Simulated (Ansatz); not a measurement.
## AuZn: changing spin-orbit coupling

```xyz
2
Lattice="3.1470 0.0000 0.0000 0.0000 3.1470 0.0000 0.0000 0.0000 3.1470" Properties=species:S:1:pos:R:3 pbc="T T T"
Au    0.0000    0.0000    0.0000
Zn    1.5735    1.5735    1.5735
```

Kept alike: task band structure; functional PBEsol; k mesh 8 × 8 × 8; occupations fermi-dirac, width 0.05 eV. Program: Ansatz, Ansatz PAW, cutoff 420 eV. The mesh is that of the run's cell of 2 atoms.

```csv
spin-orbit coupling,pressure (GPa)
off,-2.16
on,-2.94
```

Pressure is positive in compression, with a Pulay correction for the finite cutoff. For a metal such a mesh leaves the last digits unconverged. All rows use potentials made for PBE.

The pressure runs from -2.94 (on) to -2.16 GPa (off).
